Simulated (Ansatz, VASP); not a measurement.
# SiO2 (SiO2 (P4_2/mnm)): VASP beside Ansatz, part 2 of 2

Aim: how closely do two programs agree when they are given the same cell, functional and k mesh? The cell is taken from a series of runs on this material, whose earlier steps may have relaxed, scaled, displaced or heated it; both programs get it as it stands.

VASP 6.6.1 and Ansatz 0.2.0.

So far. Step 3 (VASP: single point, PBEsol): The run ends at a pressure of 3.61 GPa, with forces up to 0.065 eV/Å.

## Step 4: Comparison

Known differences besides the potentials themselves: the cutoff is 420 eV in Ansatz and 520 eV in VASP; Ansatz makes its cores anew for this functional, VASP keeps those of its PBE data sets. Total energies have different zeros and are not compared.

Both answers:

```tsv
quantity	Ansatz	VASP	difference
gap on the k mesh (eV)	5.948	5.948	0.000
```

Forces on 8 of the 12 atoms, those with the largest forces and the largest differences (eV/Å; atoms numbered as in POSCAR):

```tsv
atom	Ansatz x, y, z	VASP x, y, z
O5	-0.021, -0.021, 0.001	-0.046, -0.046, 0.000
O6	-0.021, -0.021, 0.001	-0.046, -0.046, 0.000
O7	0.021, 0.021, -0.001	0.046, 0.046, 0.000
O8	0.021, 0.021, -0.001	0.046, 0.046, 0.000
O9	0.020, -0.020, 0.000	0.046, -0.046, 0.000
O10	0.020, -0.020, 0.000	0.046, -0.046, 0.000
O11	-0.020, 0.020, 0.000	-0.046, 0.046, 0.000
O12	-0.020, 0.020, 0.000	-0.046, 0.046, 0.000
```

The forces differ by 17 meV/Å r.m.s., which is 55.7 % of the r.m.s. force of 0.031 eV/Å (both taken over all components). A gap on the mesh is an upper bound, since the band edges may lie between its points.

## Step 5: VASP: single point, r2SCAN

With cell and atoms fixed, the geometry can't cause a difference; cores, projectors, grids and the points listed under the comparison can. This pair takes another cell of the material, with 96 atoms against 12 for the pair before.

File INCAR:

```
SYSTEM = SiO2
PREC = Accurate
ENCUT = 580
EDIFF = 1E-06
NELM = 120
ISMEAR = -1
SIGMA = 0.01
LREAL = Auto
ALGO = Normal
METAGGA = R2SCAN
LASPH = .TRUE.
NBANDS = 328
LORBIT = 11
LWAVE = .FALSE.
LCHARG = .FALSE.
ISIF = 2
ISYM = 2
GGA_COMPAT = .FALSE.
EFERMI = MIDGAP
LMIXTAU = .TRUE.
NCORE = 2
```

File POSCAR:

```
SiO2
1.0
    0.0000000000      8.3695907132      5.3368094992
    8.3695907132      0.0000000000      5.3368094992
    8.3695907132      8.3695907132      0.0000000000
Si O
32 64
Direct
    1.0000000000      0.0000000000      0.0000000000
    0.2500000000      0.2500000000      0.2500000000
    0.1250000000      0.1250000000      0.1250000000
    0.3750000000      0.3750000000      0.3750000000
    1.0000000000      0.0000000000      0.5000000000
    0.2500000000      0.2500000000      0.7500000000
    0.1250000000      0.1250000000      0.6250000000
    0.3750000000      0.3750000000      0.8750000000
    1.0000000000      0.5000000000      0.0000000000
    0.2500000000      0.7500000000      0.2500000000
    0.1250000000      0.6250000000      0.1250000000
    0.3750000000      0.8750000000      0.3750000000
    1.0000000000      0.5000000000      0.5000000000
    0.2500000000      0.7500000000      0.7500000000
    0.1250000000      0.6250000000      0.6250000000
    0.3750000000      0.8750000000      0.8750000000
    0.5000000000      0.0000000000      0.0000000000
    0.7500000000      0.2500000000      0.2500000000
    0.6250000000      0.1250000000      0.1250000000
    0.8750000000      0.3750000000      0.3750000000
    0.5000000000      0.0000000000      0.5000000000
    0.7500000000      0.2500000000      0.7500000000
    0.6250000000      0.1250000000      0.6250000000
    0.8750000000      0.3750000000      0.8750000000
    0.5000000000      0.5000000000      0.0000000000
    0.7500000000      0.7500000000      0.2500000000
    0.6250000000      0.6250000000      0.1250000000
    0.8750000000      0.8750000000      0.3750000000
    0.5000000000      0.5000000000      0.5000000000
    0.7500000000      0.7500000000      0.7500000000
[... 60 atom lines left out ...]
    0.5000000000      0.5000000000      0.8469483254
    0.7500000000      0.7500000000      0.5969483254
    0.5280516746      0.7219483254      0.8750000000
    0.7780516746      0.9719483254      0.6250000000
    0.7219483254      0.5280516746      0.8750000000
    0.9719483254      0.7780516746      0.6250000000
```

File KPOINTS:

```
Points of the shifted mesh
1
Reciprocal
 0.2500000000  0.2500000000  0.2500000000 1
```

Potentials, in the order of the species: Si and O (PBE family, release 64).

On the command line:

```bash
$ mpirun -np 8 vasp_std
```

Numbers of over 12 decimals in the logs are rounded to 6 here.

The program printed:

```text
[banner, memory and clock lines left out]
running    8 mpi-ranks, on    1 nodes
[...]
[... a notice as in an earlier step ...]

 LDA part: xc-table for (None), standard interpolation
 POSCAR, INCAR and KPOINTS ok, starting setup
[...]
entering main loop
       N       E                     dE             d eps       ncg     rms          rms(c)
DAV:   1     0.279221819304E+04    0.27922E+04   -0.31507E+05   656   0.172E+03
DAV:   2    -0.963856744073E+03   -0.37561E+04   -0.36624E+04   760   0.370E+02
DAV:   3    -0.116328196368E+04   -0.19943E+03   -0.19804E+03   792   0.849E+01
DAV:   4    -0.116583931099E+04   -0.25573E+01   -0.25459E+01   784   0.105E+01
[...]
DAV:  19    -0.940458747431E+03   -0.74881E-05   -0.10251E-05   720   0.976E-03    0.318E-03
DAV:  20    -0.940458758678E+03   -0.11247E-04   -0.69917E-06   680   0.787E-03    0.192E-03
DAV:  21    -0.940458758321E+03    0.35712E-06   -0.34034E-07   392   0.163E-03
   1 F= -.94045876E+03 E0= -.94045876E+03  d E =0.000000E+00
```

Parts of OUTCAR (step 5):

```text
  Total        0.0045575      0.0045575      2.8760311     -0.0000000      0.0000000      0.0000000
  in kB        0.0097659      0.0097659      6.1628843     -0.0000000      0.0000000      0.0000000
  external PRESSURE =       2.0608054 kB  Pullay stress =       0.0000000 kB

 POSITION                                       TOTAL-FORCE (eV/Angst)
 -----------------------------------------------------------------------------------
      0.00000      0.00000      0.00000         0.000000      0.000000     -0.000000
      4.18480      4.18480      2.66840         0.000000      0.000000     -0.000000
      2.09240      2.09240      1.33420         0.000000      0.000000     -0.000000
      6.27719      6.27719      4.00261         0.000000      0.000000     -0.000000
      4.18480      4.18480      0.00000         0.000000      0.000000     -0.000000
      8.36959      8.36959      2.66840         0.000000      0.000000     -0.000000
      6.27719      6.27719      1.33420         0.000000      0.000000     -0.000000
     10.46199     10.46199      4.00261         0.000000      0.000000     -0.000000
      4.18480      0.00000      2.66840         0.000000      0.000000     -0.000000
      8.36959      4.18480      5.33681         0.000000      0.000000     -0.000000
      6.27719      2.09240      4.00261         0.000000      0.000000     -0.000000
     10.46199      6.27719      6.67101         0.000000      0.000000     -0.000000
[...]
2.90382      2.90382      2.66840        -0.007807     -0.007807     -0.000000
[...]
-----------------------------------------------------------------------------------
    total drift:                               -0.000000     -0.000000     -0.000000

  FREE ENERGIE OF THE ION-ELECTRON SYSTEM (eV)
  ---------------------------------------------------
  free  energy   TOTEN  =      -940.4587583206 eV

  energy  without entropy=     -940.4587583206  energy(sigma->0) =     -940.45875832

[... 3 further parts left out ...]
[key lines of the parts left out:]
E-fermi :  11.1673
```

The run ends at a pressure of 0.21 GPa, with forces up to 0.011 eV/Å.

## Step 6: Ansatz: single point, r2SCAN

The same cell, functional, mesh and smearing now go to Ansatz.

The cell is taken from a series of runs on this material, whose earlier steps may have relaxed, scaled, displaced or heated it; both programs get it as it stands.

File input.yaml:

```yaml
crystal:
  lattice:
    - [0.0, 8.3695907132, 5.3368094992]
    - [8.3695907132, 0.0, 5.3368094992]
    - [8.3695907132, 8.3695907132, 0.0]
  atoms:
    - { symbol: Si, position: [0.0, 0.0, 0.0] }
    - { symbol: Si, position: [0.25, 0.25, 0.25] }
    - { symbol: Si, position: [0.125, 0.125, 0.125] }
    - { symbol: Si, position: [0.375, 0.375, 0.375] }
    - { symbol: O, position: [0.0, 0.0, 0.1530516746] }
    - { symbol: O, position: [0.25, 0.25, 0.4030516747] }
    - { symbol: O, position: [0.0, 0.0, 0.3469483253] }
    - { symbol: O, position: [0.25, 0.25, 0.0969483254] }
    - { symbol: O, position: [0.0280516746, 0.2219483254, 0.375] }
    - { symbol: O, position: [0.2780516747, 0.4719483254, 0.125] }
    - { symbol: O, position: [0.2219483254, 0.0280516746, 0.375] }
    - { symbol: O, position: [0.4719483254, 0.2780516747, 0.125] }
    - { symbol: Si, position: [0.0, 0.0, 0.5] }
    - { symbol: Si, position: [0.25, 0.25, 0.75] }
    - { symbol: Si, position: [0.125, 0.125, 0.625] }
    - { symbol: Si, position: [0.375, 0.375, 0.875] }
    - { symbol: O, position: [0.0, 0.0, 0.6530516746] }
    - { symbol: O, position: [0.25, 0.25, 0.9030516746] }
    - { symbol: O, position: [0.0, 0.0, 0.8469483254] }
    - { symbol: O, position: [0.25, 0.25, 0.5969483254] }
    - { symbol: O, position: [0.0280516746, 0.2219483254, 0.875] }
    - { symbol: O, position: [0.2780516747, 0.4719483254, 0.625] }
    - { symbol: O, position: [0.2219483254, 0.0280516746, 0.875] }
    - { symbol: O, position: [0.4719483254, 0.2780516747, 0.625] }
    - { symbol: Si, position: [0.0, 0.5, 0.0] }
    - { symbol: Si, position: [0.25, 0.75, 0.25] }
    - { symbol: Si, position: [0.125, 0.625, 0.125] }
    - { symbol: Si, position: [0.375, 0.875, 0.375] }
    - { symbol: O, position: [0.0, 0.5, 0.1530516746] }
    - { symbol: O, position: [0.25, 0.75, 0.4030516747] }
[... 60 atom lines left out ...]
    - { symbol: O, position: [0.5, 0.5, 0.8469483254] }
    - { symbol: O, position: [0.75, 0.75, 0.5969483254] }
    - { symbol: O, position: [0.5280516746, 0.7219483254, 0.875] }
    - { symbol: O, position: [0.7780516746, 0.9719483254, 0.625] }
    - { symbol: O, position: [0.7219483254, 0.5280516746, 0.875] }
    - { symbol: O, position: [0.9719483254, 0.7780516746, 0.625] }
basis:
  ecutwfc: 500
  xc_grid: 2
hamiltonian:
  xc: r2scan
  pseudopotentials: { kind: paw, azcp: { folder: soft_1 } }
kpoints:
  mp_grid: { grid: [1, 1, 1], shift: [0.25, 0.25, 0.25] }
scf:
  occupations: { method: fermi_dirac, width: 0.01 }
  max_iter: 80
```

On the command line:

```bash
$ ansatz run input.yaml --threads 8 --pin off --max-ram 22609MiB --backend cpu --events-out ev --progress --plain --runs-dir out
```

The program printed:

```text
[...]
Crystal: 96 atoms, lattice volume = 747.688 Å³
Basis set: ecut = 500 eV, 18959 PW (Γ), exchange–correlation on 150×150×180 points (8 copies of the dense FFT grid, shifted against one another)
Bands: 352, of which v1, the nominal top of the filled ones, is band 256 counted from 1 (255 counted from 0)
Symmetry: 64 space group operations
k-points: 1
[...]
SCF iter   8: F=-56949.168099 eV  HF=-56949.168099 eV  |F-HF|=7.26e-9  |Δ(HF+E_count)|=   6.53e-7  Δρ=2.49e-6  dr2=3.65e-8  dr2_τ=3.48e-9  ethr=1.46e-10  ⟨swp⟩=3.0  Hψ=749  notcnv=0
SCF 1 converged in 8 iterations: F = -56949.168099 eV  dr2 = 3.65e-8
[...]
SCF converged after 8 iterations
Free energy (F): -56949.168099 eV
[...]
Internal energy: -56949.168099 eV  (E = F + TS)
E sigma→0 (E₀):  -56949.168099 eV
Fermi energy:    13.459019 eV
[...]
```

## Step 7: Comparison

What differs besides the data sets and the points named for the pairs above, as far as they apply: VASP keeps PBE cores, Ansatz makes them for the functional; the cutoff is 500 eV in Ansatz and 580 eV in VASP (PREC = Accurate, projectors in real space). Total energies have different zeros and are not compared.

The two programs side by side:

```tsv
quantity	Ansatz	VASP	difference
gap on the k mesh (eV)	6.960	6.948	+0.012
```

A gap on the mesh is an upper bound, since the band edges may lie between its points.

## Step 8: Summary of results

- r.m.s. force difference (single point, PBEsol): 17 meV/Å
- difference in gap on the k mesh (single point, r2SCAN): 0.012 eV

**Reading.** The r.m.s. force difference is 17 meV/Å (single point, PBEsol), beyond the 12 meV/Å picked in this series as the mark of a large difference. What causes the difference of the single point, PBEsol pair stays open here. Such differences can come from data sets, numerical settings and the points named under the comparisons, not from the functional's error against experiment.

[Lines on the potential files, build, host, timing and source positions are cut from VASP's logs without a mark.]

[Logs are printed without paths, hosts, clocks, repeated set-up lines and the standing remarks that a program may print on its own settings, such as how far it seeks lower states.]

[Hosts, paths, dates, database ids (printed as entryN), source tags and the programs' standing remarks are cut or masked in the printed files.]
